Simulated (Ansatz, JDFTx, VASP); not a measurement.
One calculation of Mo, 3 ways

```xyz
1
Lattice="-1.5838 1.5838 1.5838 1.5838 -1.5838 1.5838 1.5838 1.5838 -1.5838" Properties=species:S:1:pos:R:3 pbc="T T T"
Mo    0.0000    0.0000    0.0000
```

Alike in all runs: task equation of state; functional r2SCAN; k mesh 12 × 12 × 12; occupations fermi-dirac, width 0.05 eV; no spin polarisation; no spin-orbit coupling.

| program and potentials | plane-wave cutoff (eV) | notes | equilibrium volume (Å³/atom) | bulk modulus (GPa) |
| --- | --- | --- | --- | --- |
| Ansatz, Ansatz PAW | 500 | potentials made for PBE, which Ansatz adapts in part | ? | ? |
| JDFTx, SG15-PBE-1.2 | 1088 | potentials made for PBE | 15.57 | 279.5 |
| VASP, PBE PAW files Mo_sv, 520 eV | 520 | potentials made for PBE | 15.69 | 275.2 |

Question: Estimate from the other rows what the run with Ansatz, Ansatz PAW gave.

Answer: Equilibrium volume 15.62 Å³/atom; bulk modulus 274.8 GPa. The other rows, which needn't bracket it: equilibrium volume 15.57 to 15.69; bulk modulus 275.2 to 279.5.
